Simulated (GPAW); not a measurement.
Crystal: PbS.

```xyz
2
Lattice="2.1127 1.2197 3.4519 -2.1127 1.2197 3.4519 0.0000 -2.4395 3.4519" Properties=species:S:1:pos:R:3 pbc="T T T"
Pb    0.0000    0.0000   10.1545
S     0.0000    0.0000    4.9193
```

The cell is a database's computed one.

Base run:

| Item | Value |
| --- | --- |
| Program | GPAW 26.7.0 |
| Functional | r2SCAN |
| Potentials or basis | GPAW PAW data sets (gpaw-data 1.2.1) |
| Cutoff | 600 eV |
| Basis | pw |
| k mesh | 6 × 6 × 6 |
| Occupations | fermi-dirac, width 0.05 eV |
| Spin | no spin polarisation |

Its results: band gap on the k mesh 0.66 eV, direct.

Question: The run is repeated on the same cell with these changes: functional from r2SCAN to TB-mBJ; potentials or basis from GPAW PAW data sets (gpaw-data 1.2.1) to GPAW PAW data sets for LDA (gpaw-data 1.2.1). What comes out?

Answer: Band gap on the k mesh 1.07 eV, direct.

Caveats: spin-orbit coupling is left out, which as a rule narrows the gap of such compounds by several tenths of an eV; a model potential gives levels but no total energy (some runs).
